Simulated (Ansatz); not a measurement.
# Sc2Al: the cost of one run

Method: DFT PBE, scalar-relativistic, plane waves, PAW, in Ansatz 0.2.0.

## Step 1: Starting point

Symmetry: P-6m2, No. 187, hexagonal system. The conventional cell has a = 2.953 Å, b = 2.953 Å, c = 13.909 Å, α = 90.00°, β = 90.00°, γ = 120.00°. Around Sc (site symmetry -6m2) lie 12 Sc at 2.88 to 2.95 Å. Sc (site symmetry -6m2) has 6 Al at 2.88 Å and 6 Sc at 2.95 Å as nearest neighbours. Around Sc (site symmetry 3m) lie 3 Al at 2.88 Å and 9 Sc at 2.88 to 2.95 Å. Al (site symmetry 3m) is surrounded by 6 Sc at 2.88 Å and 6 Al at 2.95 Å.

Coordinates:

```
CELL_PARAMETERS angstrom
2.95328 0.00000 0.00000
-1.47664 2.55761 0.00000
0.00000 0.00000 13.90855
ATOMIC_POSITIONS crystal
Sc 0.33333 0.66667 0.50000
Sc 0.66667 0.33333 0.00000
Sc 0.66667 0.33333 0.33333
Sc 0.66667 0.33333 0.66667
Al 0.33333 0.66667 0.83333
Al 0.33333 0.66667 0.16667
```

The start is an ordering of an alloy on its end members' structure types: elements ordered on the sites of the Ho type, Al/Sc on Ho (P-6m2, No. 187).

## Step 2: Probe: one point on a coarse mesh

File input.yaml:

```yaml
crystal:
  lattice:
    - [2.95327877, 0.0, 0.0]
    - [-1.47663938, 2.55761444, 0.0]
    - [0.0, 0.0, 13.90855311]
  atoms:
    - { symbol: Sc, position: [0.33333333, 0.66666667, 0.5] }
    - { symbol: Sc, position: [0.66666667, 0.33333333, 0.0] }
    - { symbol: Sc, position: [0.66666667, 0.33333333, 0.33333333] }
    - { symbol: Sc, position: [0.66666667, 0.33333333, 0.66666667] }
    - { symbol: Al, position: [0.33333333, 0.66666667, 0.83333333] }
    - { symbol: Al, position: [0.33333333, 0.66666667, 0.16666667] }
basis:
  ecutwfc: 420
kpoints:
  mp_grid: { grid: [6, 6, 2] }
hamiltonian:
  xc: pbe
scf:
  occupations: { method: gaussian, width: 0.1 }
  lower_state_search: "off"
output:
  forces: true
  stress: true
  eigenvalues: true
```

Launch:

```console
$ ansatz run input.yaml --threads 1 --pin off --max-ram 2560MiB --backend cpu --events-out ev --progress --plain --runs-dir out
```

Q: Estimate wall time and peak memory on 1 thread of AMD EPYC 9R45 (Zen 5), shared host.

About 1.1 s, with a peak of 0.35 GiB.
